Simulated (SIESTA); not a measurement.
The system is Sb.

```
CELL_PARAMETERS angstrom
3.16000 0.00000 0.00000
0.00000 3.16000 0.00000
0.00000 0.00000 3.16000
ATOMIC_POSITIONS crystal
Sb 0.00000 0.00000 0.00000
```

This isn't the form of Sb at room conditions, which is rhombohedral.

```yaml
Program: SIESTA 5.4.2
Task: relaxation of cell and atoms
Functional: PBE
Potentials_or_basis: PseudoDojo 0.4 standard (PBE files)
Basis: SZ (energy shift 0.003 Ry)
Grid_cutoff: 500 Ry
Energy_shift: 0.003 Ry
k_mesh: 8 × 8 × 8
Occupations: fermi-dirac, width 0.05 eV
Spin: no spin polarisation
```

At the start: pressure 3.1 GPa; volume 31.55 Å³/atom.

Q: How do energy, volume and symmetry change on relaxing?

A: Over 4 steps the energy falls by 15.6 meV/atom and the volume is 33.30 Å³/atom (+5.5 %); space group Pm-3m (No. 221, to 0.05 Å).

Step by step:
```tsv
step	energy change (eV)	largest force (eV/Å)	pressure (GPa)	volume (Å³)
1	0.0000	0.0000	3.09	31.55
2	-0.0009	0.0000	2.99	31.60
3	-0.0155	0.0000	0.22	33.15
4	-0.0156	0.0000	-0.02	33.30
```

Final structure:
```cif
data_structure
_symmetry_space_group_name_H-M 'P 1'
_symmetry_Int_Tables_number 1
_cell_length_a 3.2173
_cell_length_b 3.2173
_cell_length_c 3.2173
_cell_angle_alpha 90.000
_cell_angle_beta 90.000
_cell_angle_gamma 90.000
_cell_volume 33.30
loop_
_atom_site_label
_atom_site_type_symbol
_atom_site_fract_x
_atom_site_fract_y
_atom_site_fract_z
_atom_site_occupancy
Sb1 Sb 0.00000 0.00000 0.00000 1
```

Caveat: the basis has no polarisation orbitals; the basis of atomic orbitals isn't converged, which shifts pressures, moduli and gaps.
